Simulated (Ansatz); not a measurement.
ZrO2 (fluorite)

```
CELL_PARAMETERS angstrom
      0.00000     5.11588     5.11588
      2.55794     0.00000     2.55794
      2.55794     2.55794     0.00000
ATOMIC_POSITIONS crystal
  Zr 0.00000 0.00000 0.00000
  Zr 0.50000 0.00000 0.00000
  O  0.12500 0.25000 0.25000
  O  0.62500 0.25000 0.25000
  O  0.37500 0.75000 0.75000
  O  0.87500 0.75000 0.75000
```

The atoms are displaced by Q × the pattern below (from a DFPT mode at L = (0.5, 0.0, 0.0), largest move 1; Q in Å), at fixed cell. It is one choice among 2 degenerate patterns. (q is in reciprocal vectors of the primitive cell; the cell shown is doubled to hold the pattern.)

| atom | x | y | z |
|---|---|---|---|
| O3 | -0.285 | 0.520 | -0.805 |
| O4 | 0.285 | -0.520 | 0.805 |
| O5 | -0.285 | 0.520 | -0.805 |
| O6 | 0.285 | -0.520 | 0.805 |

Atoms not listed stay in place.

All values below come from PBE (plane waves to 420 eV, PAW, scalar-relativistic; Ansatz, an electronic-structure program). k mesh 11×11×11 (Γ-centred), Fermi-Dirac smearing 0.05 eV. E stands for the smeared free energy. The PAW data are Ansatz's earlier set. This is a high-temperature form of ZrO2. ZrO2 is run without spin polarisation. ZrO2 was relaxed with its symmetry unable to fall. The zero of ΔE is the undisplaced structure.

| Q (Å) | ΔE (meV/cell) |
|---|---|
| -0.2800 | withheld |
| -0.2333 | 1526 |
| -0.1867 | 970 |
| -0.1400 | 542 |
| -0.0933 | 240 |
| -0.0467 | 60 |
| 0.0000 | 0 |
| 0.0467 | 60 |
| 0.0933 | 240 |
| 0.1400 | 542 |
| 0.1867 | 970 |
| 0.2333 | 1526 |
| 0.2800 | withheld |

Task: Fit an even polynomial form (powers 2, 4) to the given rows and predict ΔE at Q = -0.2800.

Result: Least squares on the 11 given rows: ΔE = (27450)·Q² + (10730)·Q⁴, in meV/cell with Q in Å; root-mean-square residual 0.1 meV/cell. At -0.2800 the fit gives 2218 meV/cell; the calculation gives 2218 meV/cell, the same to the digits shown. The quadratic term alone would give 2152 meV/cell.

(For displaced atoms, the force is minus the slope of the energy, and its curvature is a force constant, which sets phonon frequencies.)
